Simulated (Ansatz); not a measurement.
CdF2:

```
Cd F
1.0
     0.00000    2.69400    2.69400
     2.69400    0.00000    2.69400
     2.69400    2.69400    0.00000
Cd F
1 2
Direct
  0.00000 0.00000 0.00000
  0.75000 0.75000 0.75000
  0.25000 0.25000 0.25000
```

Base run:

| Quantity | Value |
| --- | --- |
| Program | Ansatz 0.2.0 |
| Functional | r2SCAN0 form with a typed share of exact exchange |
| Potentials or basis | Ansatz PAW |
| Cutoff | 500 eV (not typed: the program's choice for these potentials) |
| k mesh | 5 × 5 × 5 |
| Occupations | fermi-dirac, width 0.05 eV |
| Spin | no spin polarisation |

Its results: band gap on the k mesh 7.60 eV, indirect (least direct gap 8.13 eV); pressure -2.5 GPa.

**Question.** The run is repeated on the same cell with these changes: share of exact exchange from 0.35 to 0. What comes out?

**Answer.** Band gap on the k mesh 3.88 eV, indirect (least direct gap 4.31 eV); pressure 0.0 GPa.

Caveats: odd divisions of the mesh miss points on the zone boundary, where band edges often lie, so the gap on the mesh can be too wide; the PAW data sets come from PBE, with cores solved anew for the run's functional, which leaves a small shift of forces and pressure; the thresholds are loose for stress (some runs).

A k mesh can miss the band edges.
